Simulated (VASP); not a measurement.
Input of a VASP 6.6.1 run:

INCAR

```
ALGO = Normal
EDIFF = 1E-7
ENCUT = 520
GGA = AM
ISIF = 2
ISMEAR = -1
LASPH = T
LCHARG = F
LREAL = F
LWAVE = F
NELM = 80
PREC = Accurate
SIGMA = 0.05
```

File KPOINTS:

```
k-points
0
Gamma
  7 7 4
```

File POSCAR:

```
CdS
1.0
    4.1500000000      0.0000000000      0.0000000000
   -2.0750000000      3.5940054257      0.0000000000
    0.0000000000      0.0000000000      6.7370000000
Cd S
2 2
Direct
    0.6666666667      0.3333333333      0.5000000000
    0.3333333333      0.6666666667      0.0000000000
    0.6666666667      0.3333333333      0.8750000000
    0.3333333333      0.6666666667      0.3750000000
```

KPOINTS_OPT

```
path GMKGALHA,LM,KH
15
line-mode
reciprocal
 0.0000000000  0.0000000000  0.0000000000  G
 0.5000000000  0.0000000000  0.0000000000  M

 0.5000000000  0.0000000000  0.0000000000  M
 0.3333333333  0.3333333333  0.0000000000  K

 0.3333333333  0.3333333333  0.0000000000  K
 0.0000000000  0.0000000000  0.0000000000  G

 0.0000000000  0.0000000000  0.0000000000  G
 0.0000000000  0.0000000000  0.5000000000  A

 0.0000000000  0.0000000000  0.5000000000  A
 0.5000000000  0.0000000000  0.5000000000  L

 0.5000000000  0.0000000000  0.5000000000  L
 0.3333333333  0.3333333333  0.5000000000  H

 0.3333333333  0.3333333333  0.5000000000  H
 0.0000000000  0.0000000000  0.5000000000  A

 0.5000000000  0.0000000000  0.5000000000  L
 0.5000000000  0.0000000000  0.0000000000  M

 0.3333333333  0.3333333333  0.0000000000  K
 0.3333333333  0.3333333333  0.5000000000  H
```

Potentials or basis: VASP PAW PBE potentials, release 64 (Cd, S).

Launch:

```console
$ cat potpaw_PBE.64/Cd/POTCAR potpaw_PBE.64/S/POTCAR > POTCAR
$ mpirun -np 1 vasp_std > vasp.out
```

(1) What does it give for the band gap on the k mesh?

(2) What does it give for the pressure?

(3) Estimate the largest force.

(4) What does it give for the band gap along the path?

Answers

(1) 1.18 eV, direct.

(2) 0.0 GPa.

(3) 0.067 eV/Å.

(4) 1.18 eV, direct.

Caveat: the PAW data sets were made with another functional, which shifts forces and pressure a little.

**Measured values to compare with.**

“Isotope dependence of band-gap energy”, 2008, arxiv:0807.2152 quotes, for a bulk crystal of CdS: band gap 2.5809 ± 0.0002 eV.

Measured gap of CdS: 2.5809 eV (quoted in “Isotope dependence of band-gap energy”, 2008, arxiv:0807.2152). This calculation gives 1.18 eV (-1.40 eV). So large a miss can be the level of theory's own, or it may mean another phase, state or a wrong row. Spin-orbit coupling on Cd is left out. The value is that of AM05, without temperature or zero-point motion. Semilocal functionals fall short of measured gaps as a rule.
